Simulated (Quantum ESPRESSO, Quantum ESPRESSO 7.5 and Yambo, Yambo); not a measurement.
**MgI2 (1T monolayer): G0W0 on several meshes in Yambo**

How does the mesh move the gap of MgI2 (1T monolayer)?

Calculated with Quantum ESPRESSO 7.5 and Yambo 5.3.0; PBE and many-body steps on it, plane waves.

## 1. Starting point

The cell holds 3 atoms: 1 Mg and 2 I. Cell: a = 4.208 Å, b = 4.208 Å, c = 16.000 Å, α = 90.0°, β = 90.0°, γ = 120.0°. Vacuum lies along c.

The structure was relaxed with PBE. The runs that relaxed it are not among those shown. Spin-orbit coupling is left out unless a step names it.

## 2. Empty states on the mesh, 6×6×1 mesh, 356 bands

This step: Quantum ESPRESSO 7.5; DFT, PBE, plane waves, norm-conserving pseudopotentials.

The sums over transitions need many empty states on a uniform mesh; this step solves for them.

File pw.in:

```
&control
  calculation = 'nscf'
  prefix = 'x'
  outdir = 'o'
  pseudo_dir = 'pseudo'
/
&system
  ibrav = 0
  nat = 3
  ntyp = 2
  ecutwfc = 76.0
  nbnd = 356
  force_symmorphic = .true.
/
&electrons
  conv_thr = 1e-9
  electron_maxstep = 80
  diago_full_acc = .true.
  diago_thr_init = 5e-6
/
ATOMIC_SPECIES
  Mg 24.305 Mg.upf
  I 126.9 I.upf
CELL_PARAMETERS angstrom
  4.2075425951 0.0000000002 0.0000000000
  -2.1037712978 3.6438387748 0.0000000000
  0.0000000000 0.0000000000 16.0000000000
ATOMIC_POSITIONS crystal
  Mg 0.0000000000 0.0000000000 0.5000000000
  I 0.3333333333 0.6666666667 0.6046917629
  I 0.6666666667 0.3333333333 0.3953082371
K_POINTS automatic
  6 6 1 0 0 0
```

Run with:

```bash
> OMP_NUM_THREADS=1 mpirun -n 4 pw.x -nk 4 -in pw.in > pw.out
```

Log:

```text
Program PWSCF v.7.5 starts

     This program is part of the open-source Quantum ESPRESSO suite
     for quantum simulation of materials; please cite
         "P. Giannozzi et al., J. Phys.:Condens. Matter 21 395502 (2009);
         "P. Giannozzi et al., J. Phys.:Condens. Matter 29 465901 (2017);
         "P. Giannozzi et al., J. Chem. Phys. 152 154105 (2020);
     in publications or presentations arising from this work. More details at

     Atomic positions and unit cell read from directory:
     o/x.save/

     Message from routine setup:
[...]
18.2107  18.4250  19.1131  19.5234  20.0187  20.3310  20.6016  20.9957
     [... 33 further rows ...]
    67.2862  67.2897  67.5981  67.6018  67.7825  67.8972  67.9216  67.9891
    68.0302  68.1217  68.1536  68.3011

          k = 0.0000-0.5774 0.0000 ( 18536 PWs)   bands (ev):

     [... further k-points ...]

     highest occupied, lowest unoccupied level (ev):    -1.4034    2.2619

     XML data file, pseudopotentials, collected wavefunctions

=------------------------------------------------------------------------------=
   JOB DONE.
=------------------------------------------------------------------------------=
```

It took 4.2 min on 4 MPI ranks of Arm Neoverse V1, shared host; peak memory 2.5 GiB; 17 min of CPU time.

Numbers from this step:

```yaml
gap: 3.665 eV
k_of_the_valence_top: 0, 0, 0
k_of_the_conduction_bottom: 0, -0.5, 0
least_direct_gap: 3.979 eV
k_points_computed: 7
lowest_point_of_the_top_converged_band_above_the_valence_top: 69.0914 eV
```

On this mesh the gap is 3.665 eV.

The density comes from a self-consistent run that is not shown.

## 3. Conversion and set-up

This step: Yambo 5.3.0; conversion and set-up on PBE, plane waves, norm-conserving pseudopotentials.

The states are converted to the many-body program's format and the q mesh is built.

Run with:

```bash
> (cd o/x.save; p2y > p2y.log; mv SAVE ../..); yambo > setup.log
```

Log:

```text
 Yambo, version 5.3.0

 [02] CORE Variables Setup
 =========================

  [02.01] Unit cells
  ==================

  Cell kind             :  HCP
  Atoms in the cell     :  Mg  I
  number of Mg atoms    :  1
  number of I  atoms    :  2

  List of atomic masses
  Mass of Mg    :  24.30500
  Mass of I     :  126.9000

  List of atomic coordinates    : [cc]
  Mg1       :   0.00000   0.00000  15.11781  order 1
  I1       : -0.71251E-09   4.5906       18.283      order 2
  I2       :   3.97555   2.29529  11.95239  order 3

[...]
BZ  Q-points                                      :   36

 K/Q-points units:
 rlu = crystal or reduced units; cc = cartesian coordinates; iku = interal k-units

 Q [1]          [rlu]:  0.000000  0.000000  0.000000
 Q [2]          [rlu]:  0.40333E-17  0.16667       0.0000
 Q [3]          [rlu]:  0.80666E-17  0.33333       0.0000
 Q [4]          [rlu]: -0.12100E-16 -0.50000       0.0000
 Q [5]          [rlu]:  0.166667  0.166667  0.000000
 Q [6]          [rlu]:  0.166667  0.333333  0.000000
 Q [7]          [rlu]:  0.333333  0.333333  0.000000

  [03.01] X indexes
  =================

   [03.01.01] Sigma indexes
   ========================

 [06] Game Over & Game summary
```

Run time: 3.8 s. Hardware: 1 MPI rank; peak memory 0.26 GiB.

## 4. 6×6×1

Now the one-shot GW correction: screening in the RPA, then the self-energy of the levels asked for.

This step: G0W0 on PBE, plane waves, norm-conserving pseudopotentials.

File gw2.in:

```
HF_and_locXC
gw0
dyson
ppa
em1d
rim_cut
rim_w
RandQpts= 3000000
RandGvec= 100 RL
CUTGeo= "slab z"
RandGvecW= 9 RL
EXXRLvcs= 76 Ry
VXCRLvcs= 304 Ry
Chimod= "HARTREE"
% BndsRnXp
 1 | 181 |
%
NGsBlkXp= 8 Ry
% LongDrXp
 1 | 1 | 0 |
%
% GbndRnge
 1 | 181 |
%
DysSolver= "n"
ExtendOut
PPAPntXp= 27.21138 eV
% QPkrange
 1 | 1 | 29 | 32 |
 4 | 4 | 29 | 32 |
%
```

Run with:

```bash
> OMP_NUM_THREADS=1 mpirun -n 4 yambo -F gw2.in -J gw2 -C gw2 > gw2.log
```

Log:

```text
 Yambo, version 5.3.0

 [02] CORE Variables Setup
 =========================

  [... cell, symmetries and grids as in the set-up ...]

  [02.05] Energies & Occupations
  ==============================

  [X] === General ===
  [X] Electronic Temperature                        :  0.000000  0.000000 [eV K]
  [X] Bosonic    Temperature                        :  0.000000  0.000000 [eV K]
  [X] Finite Temperature mode                       : no
  [X] El. density                                   :  0.24459E+24 [cm-3]
  [X] Fermi Level                                   : -1.403412 [eV]

  [X] === Gaps and Widths ===
  [X] Conduction Band Min                           :  3.665263 [eV]
  [X] Valence Band Max                              :  0.000000 [eV]
  [X] Filled Bands                                  :  30
  [X] Empty Bands                                   :    31   356
  [X] Direct Gap                                    :  3.979035 [eV]
  [X] Direct Gap localized at k                     :  1
  [X] Indirect Gap                                  :  3.665263 [eV]
  [X] Indirect Gap between kpts                     :   1   4
  [X] Last valence band width                       :  0.671967 [eV]
  [X] 1st conduction band width                     :  1.070350 [eV]

 [03] Transferred momenta grid and indexing
 ==========================================

 IBZ Q-points                                      :   7
 BZ  Q-points                                      :   36

 K/Q-points units:
 rlu = crystal or reduced units; cc = cartesian coordinates; iku = interal k-units

 Q [1]          [rlu]:  0.000000  0.000000  0.000000
 Q [2]          [rlu]:  0.40333E-17  0.16667       0.0000
 Q [3]          [rlu]:  0.80666E-17  0.33333       0.0000
 Q [4]          [rlu]: -0.12100E-16 -0.50000       0.0000
 Q [5]          [rlu]:  0.166667  0.166667  0.000000
 Q [6]          [rlu]:  0.166667  0.333333  0.000000
 Q [7]          [rlu]:  0.333333  0.333333  0.000000

 [04] Coloumb potential Random Integration (RIM)
 ===============================================

 Performing RIM of v_slab

  [04.01] RIM initialization
  ==========================

  * Diagonal components only detected *

  8 x (sBL volume)        :  0.033298 [a.u.]
  sBZ random points       :  3000000
  Points outside the sBZ  :  24000829
  RL volume               :  0.149843 [a.u.]
  Integrated volume       :  0.149837 [a.u.]

  [04.02] RIM integrals
  =====================

  Gamma point sphere radius             :  0.035709 [a.u.]
  Points outside the sphere             :  2398884
  [Int_sBZ(q=0) 1/q^2]*(Vol_sBZ)^(-1/3) =:  7.474062
                                 should be <:  7.795600

  Summary of Coulomb integrals for non-metallic bands |Q|[au] RIM/Bare

  Q [1] 0.100000E-4 0.958754 * Q [2] 0.152079 0.990823
  Q [5] 0.263409 1.022660 * Q [3] 0.304159 1.022159
  Q [6] 0.402364 1.017226 * Q [4] 0.456238 1.014482
  Q [7] 0.526819 1.011227
  Non-periodic chartesian directions : none
  Optical renormalization            :  30.23562 [au]
  Polarizability dimension           : length

 [05] Coloumb potential CutOffslab
 =================================

 Cut directionsZ
 Slab Cutoff:Z
 Symmetry test passed : yes

 [WARNING] [Xp] User bands 1-181 break level degeneracy

 [06] Dipoles
 ============

  [06.01] Setup: observables and procedures
  =========================================

  [WARNING] [x,Vnl] slows the Dipoles computation. To neglect it rename the ns.kb_pp file

 [07] Dynamic Dielectric Matrix (PPA)
 ====================================

 [WR./gw2//ndb.pp]---------------------------------------------------------------
  Brillouin Zone Q/K grids (IBZ/BZ)                :    7   36    7   36
  RL vectors                                       :  21779 [WF]
  Coulomb cutoff potential                         : slab z
  Electronic Temperature                           :  0.000000 [K]
  Bosonic    Temperature                           :  0.000000 [K]
[...]
RL vectors in the sum                            :  21779
  [r,Vnl] included                                 : yes
  Field direction                                  :  0.707107E-5  0.707107E-5   0.00000
  BZ energy Double Grid                            : no
  BZ energy DbGd points                            : 0
  BZ Q point size factor                           : -1.000000
  X Optical Averaged directions                    : none

 [08] Local Exchange-Correlation + Non-Local Fock
 ================================================

 [VXC] Plane waves :  148115
 [EXS] Plane waves :  18431

 QP @ state[ 1 ] K range:  1  1
 QP @ state[ 1 ] b range:   29   32
 QP @ state[ 2 ] K range:   4   4
 QP @ state[ 2 ] b range:   29   32

 [xc] Functional : Perdew, Burke & Ernzerhof(X)+Perdew, Burke & Ernzerhof(C)
 [xc] LIBXC used to calculate xc functional
  PP Number of Atomic Species                      :  2
  NLCC RL compoments                               :  148115
  PP Number of Atomic Species                      :  2
  NLCC RL compoments                               :  148115

 [xc] E_xc :  -51.63343 [Ha]
      E_xc :  -103.2669 [Ry]

  Local XC kind (lXC) : Perdew, Burke & Ernzerhof(X)+Perdew, Burke & Ernzerhof(C)
  Non-Local XC kind (nlXC) : Hartree-Fock

  Corrections @ K [1] :  [eV]
 <29|nlXC|29> = -16.54534 -0.66382E-17 <29|lXC|29> = -13.82048  0.18882E-15
 <30|nlXC|30> = -16.54529  0.24104E-17 <30|lXC|30> = -13.82048 -0.37763E-15
 <31|nlXC|31> = -5.758099 -0.20153E-18 <31|lXC|31> = -9.514106 -0.37763E-15
 <32|nlXC|32> = -4.904980  0.54718E-18 <32|lXC|32> = -8.904741  0.28323E-15

  Corrections @ K [4] :  [eV]
 <29|nlXC|29> = -16.01394  0.27719E-17 <29|lXC|29> = -12.92482 -0.47204E-16
 <30|nlXC|30> = -16.30376 -0.22452E-17 <30|lXC|30> = -13.39132  0.23602E-16
 <31|nlXC|31> = -5.720157  0.13837E-17 <31|lXC|31> = -9.602717  0.22940E-27
 <32|nlXC|32> = -4.763227  0.10506E-18 <32|lXC|32> = -8.729523  0.70806E-16

 [09] Dyson equation: Newton solver
 ==================================

  [09.01] RIM-W interpolation
  ===========================

  [WARNING] RIM-W works only for 2D semiconductors with slab cutoff
  Found compatible q grid: 2D
  q_min[ 1 ]:  0.16667      0.37797E-11   0.0000     [rlu]
   0.166667  0.083333  0.000000 [iku]
  q_min[ 2 ]:  0.40333E-17  0.16667       0.0000     [rlu]
  -0.91479E-11  0.16667       0.0000     [iku]
  G-vectors :   9
  G-vectors loaded:   61
  Number of interpolated frequencies:  2

  Evaluating coefficients q = 0
  Evaluating coefficients q = 0

  [09.02] RIM-W integrals
  =======================

  8 x (sBL volume)        :  0.033298 [a.u.]
  sBZ random points       :  3000000
  Points outside the sBZ  :  24000829
  RL volume               :  0.149843 [a.u.]
  Integrated volume       :  0.149837 [a.u.]

  [09.03] RIM integrals
  =====================

  Comparison between head Wc = W - v averages: < Wc > [au] RIM-W/RIM

   < -Wc [Q = 1] > 0.172109E-1 0.119845E-4 * < -Wc [Q = 2] > 0.003910 0.003777
   < -Wc [Q = 3] > 0.806651E-3 0.794065E-3 * < -Wc [Q = 4] > 0.289880E-3 0.286825E-3
   < -Wc [Q = 5] > 0.001150 0.001131 * < -Wc [Q = 6] > 0.406875E-3 0.403172E-3
   < -Wc [Q = 7] > 0.205970E-3 0.205138E-3

  Comparison between head Wc = W - v averages: < Wc > [au] RIM-W/RIM

   < -Wc [G = 1,G`=0] > 0.172109E-1 0.119845E-4 * < -Wc [G = 2,G`=0] >-0.001241 0.000000
   < -Wc [G = 3,G`=0] >-0.001241 0.000000 * < -Wc [G = 4,G`=0] >-0.178513E-4  0.00000
   < -Wc [G = 5,G`=0] >-0.178424E-4  0.00000 * < -Wc [G = 6,G`=0] > 0.107228E-3  0.00000
   < -Wc [G = 7,G`=0] > 0.107219E-3  0.00000 * < -Wc [G = 8,G`=0] >-0.164474E-4  0.00000
   < -Wc [G = 9,G`=0] >-0.164467E-4  0.00000

 [10] G0W0 (W PPA)
 =================

 [  GW  ] Bands range     :    1  181
 [GW/PPA] G damping       :  0.100000 [eV]

 QP @ state[ 1 ] K range:  1  1
 QP @ state[ 1 ] b range:   29   32
 QP @ state[ 2 ] K range:   4   4
 QP @ state[ 2 ] b range:   29   32

  Sc/G bands                                       :    1  181
  Sc/G damping                                     :  0.100000 ev
  Sc bands terminator                              : no
  Sx RL components                                 :  18431

  QP @ state[ 1 ] K range                          :  1  1
  QP @ state[ 1 ] b range                          :   29   32
  QP @ state[ 2 ] K range                          :   4   4
  QP @ state[ 2 ] b range                          :   29   32
  GF energies kind                                 : Perdew, Burke & Ernzerhof(X)+Perdew, Burke & Ernzerhof(C)
  GF WF`s kind                                     : Perdew, Burke & Ernzerhof(X)+Perdew, Burke & Ernzerhof(C)
  Xs energies kind                                 : Perdew, Burke & Ernzerhof(X)+Perdew, Burke & Ernzerhof(C)
  Xs WF`s kind                                     : Perdew, Burke & Ernzerhof(X)+Perdew, Burke & Ernzerhof(C)

 [14] Game Over & Game summary
```

It took 13 min on 4 MPI ranks; peak memory 4.5 GiB.

This step gave:

| Item | Value |
| --- | --- |
| G0W0 gap on the points computed | 5.927 eV |
| starting gap on the mesh | 3.665 eV |
| k of the valence top | 0, 0, 0 |
| k of the conduction bottom | 0, -0.5, 0 |
| least direct G0W0 gap on the computed points | 6.189 eV |
| Z at the valence top | 0.8135 |
| Z at the conduction bottom | 0.8323 |

The gap on the mesh goes from 3.67 eV to 5.93 eV, a correction of +2.26 eV.

## 5. Empty states on the mesh, 3×3×1 mesh, 181 bands

This step: Quantum ESPRESSO 7.5; DFT, PBE, plane waves, norm-conserving pseudopotentials.

pw.in: that of step 2 with these lines changed.

```diff
@@ -11,3 +11,3 @@
   ecutwfc = 76.0
-  nbnd = 356
+  nbnd = 181
   force_symmorphic = .true.
@@ -32,2 +32,2 @@
 K_POINTS automatic
-  6 6 1 0 0 0
+  3 3 1 0 0 0
```

Run with:

```bash
> OMP_NUM_THREADS=1 mpirun -n 4 pw.x -nk 4 -in pw.in > pw.out
```

Log:

```text
[banner, memory and clock lines left out]
Program PWSCF v.7.5 starts

     Atomic positions and unit cell read from directory:
     o/x.save/

     Message from routine setup:
     using ibrav=0 with symmetry is DISCOURAGED, use correct ibrav instead

     Message from routine divide_et_impera:
     suboptimal parallelization: some nodes have no k-points

     G-vector sticks info

     bravais-lattice index     =            0
     lattice parameter (alat)  =       7.9511  a.u.
     unit-cell volume          =    1655.4050 (a.u.)^3
     number of atoms/cell      =            3
[...]
[... 11 further rows ...]
[...]
40.4240  40.4403  40.5025  40.6298  40.9693

          k = 0.3333 0.5774 0.0000 ( 18573 PWs)   bands (ev):

  -175.5453-175.5453-122.4090-122.4090-122.4090-122.4090-122.3941-122.3941
[...]
18.5614  19.4774  19.4774  19.5986  19.5986  19.6290  20.4702  20.4702
     [... 11 further rows ...]
    37.3541  37.3541  37.6075  37.6075  38.1632  38.5584  40.0634  40.1586
    40.1586  40.2884  40.6242  40.6243  40.8018

     highest occupied, lowest unoccupied level (ev):    -1.4034    2.5756

     XML data file, pseudopotentials, collected wavefunctions
```

The job ended after 58 s (4 MPI ranks; peak memory 1.2 GiB).

Numbers from this step:

- gap: 3.979 eV
- k of the valence top: 0, 0, 0
- k of the conduction bottom: 0, 0, 0
- least direct gap: 3.979 eV
- k points computed: 3
- lowest point of the top converged band, above the valence top: 41.91 eV

On this mesh the gap is 3.979 eV.

[end of part 1 of 2]

[Paths, hosts, dates, memory and timing lines, banners, echoed tables and standing remarks are left out of the program output.]

[Logs are printed without paths, hosts, clocks, repeated set-up lines and the standing remarks that a program may print on its own settings, such as how far it seeks lower states.]

[Runs of the session that timed out or met a known fault of the program may be left out.]

[Hosts, paths, dates, database ids (printed as entryN), source tags and the programs' standing remarks are cut or masked in the printed files.]
